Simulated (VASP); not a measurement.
A run of VASP 6.6.1:

Contents of INCAR:

```
SYSTEM = H
PREC = Accurate ; ENCUT = 600
EDIFF = 1E-6 ; ISMEAR = -1
SIGMA = 0.05 ; LREAL = .False.
LASPH = .True. ; NELM = 100
ALGO = Normal ; ISIF = 3
LWAVE = .False. ; LCHARG = .False.
GGA = PE ; IBRION = 2
NSW = 40 ; EDIFFG = -0.01
PSTRESS = 100
```

The input KPOINTS:

```
Automatic mesh
0
Gamma
  10 10 26
  0 0 0
```

POSCAR

```
H
1.0
    2.6496387389      0.0000000000      0.0000000000
    0.0000000000      2.6496387389      0.0000000000
    0.0000000000      0.0000000000      0.9804929200
H
1
Direct
    0.0000000000      0.0000000000      0.5000000000
```

Potentials or basis: VASP PAW PBE potentials, release 64 (H).

Run with:

```console
$ cat potpaw_PBE.64/H/POTCAR > POTCAR
$ mpirun -np 1 vasp_std > vasp.out
```

Hardware: 1 thread of Intel(R) Xeon(R) 6975P-C (Granite Rapids) (shared host).

Task: Estimate the wall time of this run.

Result: It took 17 s on 1 thread of Intel(R) Xeon(R) 6975P-C (Granite Rapids), with other jobs on the host, peak memory 0.11 GiB. Counts: scf iterations 71, k points 294, ion steps 13.
